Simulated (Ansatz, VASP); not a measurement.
# One calculation of Na, two programs

```
Na
1.0
     3.70038    0.00000    0.00000
    -1.85019    3.20463    0.00000
     0.00000    0.00000   12.53732
Na
4
Cartesian
  1.8502 1.0682 9.4030
  0.0000 0.0000 6.2687
  0.0000 2.1364 3.1343
  0.0000 0.0000 0.0000
```

This isn't the form of Na at room conditions, which is bcc.

Alike in both runs: functional r2SCAN; k mesh 5 × 5 × 2; occupations fermi-dirac, width 0.05 eV; no spin polarisation.

|  | VASP | Ansatz |
| --- | --- | --- |
| version | VASP 6.6.1 | Ansatz 0.2.0 |
| potentials or method | VASP PAW PBE potentials, release 64 (Na_pv) | Ansatz PAW |
| plane-wave cutoff (eV) | 520 | 500 |
| valence electrons in the cell | 28 | 36 |
| task | single point | projected density of states |

```csv
,VASP,Ansatz,Ansatz less VASP
gap on the k mesh at the Fermi level (eV),none,none,-
pressure (GPa),0.1,0.1,-0.01
largest component of the traceless stress (GPa),0.10,0.12,+0.020
```

A gap of «none» marks a metal or a gap that the smearing closes. The two sets of potentials don't hold the same shells in valence.

Caveats: the k mesh is coarse (spacing up to 0.39 Å⁻¹), so the values aren't converged; the PAW data sets were made with another functional, which shifts forces and pressure a little (VASP); the PAW data sets come from PBE, with cores solved anew for the run's functional, which leaves a small shift of forces and pressure (Ansatz); the density of states is complete only up to the lowest level of the last band computed (Ansatz).
